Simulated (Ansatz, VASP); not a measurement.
# Ag: VASP beside Ansatz

INCAR

```
SYSTEM = Ag
  PREC = Accurate
  ENCUT = 600
  EDIFF = 1E-6
  ISMEAR = 0
  SIGMA = 0.1
  LREAL = .FALSE.
  LASPH = .TRUE.
  NELM = 80
  ALGO = Normal
  ISIF = 3
  LWAVE = .FALSE.
  LCHARG = .FALSE.
  GGA = PE
  IBRION = 2
  NSW = 100
  EDIFFG = -0.005
```

The input KPOINTS:

```
Automatic mesh
0
G
  18 18 18
  0 0 0
```

File POSCAR:

```
Ag
1.0
    0.0000000000      2.0427500000      2.0427500000
    2.0427500000      0.0000000000      2.0427500000
    2.0427500000      2.0427500000      0.0000000000
Ag
1
Direct
    0.0000000000      0.0000000000      0.0000000000
```

Input for Ansatz:

```yaml
crystal:
  lattice:
    - [0.0, 2.04275, 2.04275]
    - [2.04275, 0.0, 2.04275]
    - [2.04275, 2.04275, 0.0]
  atoms:
    - { symbol: Ag, position: [0.0, 0.0, 0.0] }
basis:
  ecutwfc: 420
kpoints:
  mp_grid: { grid: [18, 18, 18] }
hamiltonian:
  xc: pbe
scf:
  occupations: { method: gaussian, width: 0.1 }
output:
  forces: true
  stress: true
  eigenvalues: true
  write_density: true
  write_potential: true
  elf: true
  volumetric_format: npy
relax:
  adjacent_minimum: "off"
  f_tol: 0.005
  max_steps: 80
  cell: { stress_tol: 0.05 }
```

Alike in both runs: task relaxation of cell and atoms; functional PBE; k mesh 18 × 18 × 18; occupations gaussian, width 0.1 eV; no spin polarisation.

```csv
,VASP,Ansatz
version,VASP 6.6.1,Ansatz 0.2.0
potentials or method,"VASP PAW PBE potentials, release 64 (Ag)","scalar-relativistic, plane waves, PAW"
plane-wave cutoff (eV),600,420
valence electrons in the cell,11,19
```

VASP gave:

- gap on the k mesh at the Fermi level, each at its own relaxed structure (eV): none
- relaxed volume (Å³/atom): 17.80
- relaxed cell length with the largest relative difference (Å): 2.931
- energy change over the relaxation (meV/atom): -10

Which values does Ansatz return?

gap on the k mesh at the Fermi level, each at its own relaxed structure (eV): none; relaxed volume (Å³/atom): 17.83; relaxed cell length with the largest relative difference (Å): 2.933; energy change over the relaxation (meV/atom): -11.

A gap of «none» marks a metal or a gap that the smearing closes. The two sets of potentials don't hold the same shells in valence.

PBE usually gives volumes a little too large and moduli too small. Zero-point motion and thermal expansion aren't in these numbers.
